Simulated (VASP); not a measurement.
# InP: single point with r2SCAN

**What was measured.**

A printed reference work, data compilation reports, for a bulk crystal of InP at 1.6 K: band gap 1.4236 eV (direct).

The system is InP.

```
P In
1.0
     0.00000   -2.93050   -2.93050
     2.93050    0.00000   -2.93050
     2.93050   -2.93050    0.00000
P In
1 1
Cartesian
  2.9305 -2.9305 -2.9305
  4.3957 -4.3957 -4.3957
```

* Program: VASP 6.6.1
* Task: single point
* Functional: r2SCAN
* Potentials or basis: VASP PAW PBE potentials, release 64 (P, In_d)
* Cutoff: 550 eV
* k mesh: 6 × 6 × 6
* Occupations: gaussian, width 0.1 eV
* Spin: no spin polarisation

| Quantity | Value |
| --- | --- |
| Pressure | 1.6 GPa |
| Band gap on the k mesh | 1.17 eV, direct |

Levels at points of the mesh, in eV from the valence-band top:
```
           k point  band 7  band 8  band 9  band 10  band 11  band 12
(0.00, 0.00, 0.00)    0.00    0.00    0.00     1.17     4.44     4.44
(0.50, 0.00, 0.00)   -5.88   -1.01   -1.01     1.86     5.16     5.16
(0.50, 0.50, 0.00)   -5.88   -2.41   -2.41     2.00     2.55     9.89
```

Run time: 18 s on 1 thread of Intel(R) Xeon(R) 6975P-C (Granite Rapids) (shared host), peak memory 0.18 GiB.

A measured gap of InP is 1.4236 eV (direct; 1.6 K; a printed reference work, data compilation); the calculated 1.17 eV misses it by -0.26 eV. Spin-orbit coupling on In is left out. The value is that of r2SCAN, without temperature or zero-point motion.

Caveat: the PAW data sets were made with another functional, which shifts forces and pressure a little; spin-orbit coupling is left out, which moves the levels of the heavy elements.
